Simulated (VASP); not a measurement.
A run of VASP 6.6.1 is set up as follows.

Contents of INCAR:

```
SYSTEM = Ge
PREC = Accurate
ENCUT = 520
EDIFF = 1E-7
ISMEAR = -1
SIGMA = 0.05
LREAL = .FALSE.
LASPH = .TRUE.
NELM = 80
ALGO = Normal
ISIF = 2
LWAVE = .FALSE.
LCHARG = .FALSE.
GGA = PE
NBANDS = 36
```

KPOINTS

```
Automatic mesh
0
G
  8 8 4
  0 0 0
```

File POSCAR:

```
Ge
1.0
    3.9975858431      0.0000000000      0.0000000000
   -1.9987929216      3.4620108940      0.0000000000
    0.0000000000      0.0000000000      6.5993779500
Ge
4
Direct
    0.3280340000      0.6648870000      0.9395880000
    0.6776310000      0.3391870000      0.4332960000
    0.3436270000      0.6705210000      0.5672550000
    0.6731280000      0.3269050000      0.0611730000
```

Potentials or basis: VASP PAW PBE potentials, release 64 (Ge_d).

Run with:

```sh
$ cat potpaw_PBE.64/Ge_d/POTCAR > POTCAR
$ mpirun -np 1 vasp_std > vasp.out
```

Q: What does it give for the largest force?

A: 0.647 eV/Å.

Q: Estimate the band gap on the k mesh.

A: 0.06 eV, direct.

Q: What does it give for the pressure?

A: 3.0 GPa.

Forces on the atoms (eV/Å):
```
Ge   0.617 -0.140 -0.137
Ge   0.030 -0.084  0.391
Ge  -0.044  0.066 -0.379
Ge  -0.604  0.158  0.124
```

A k mesh can miss the band edges.
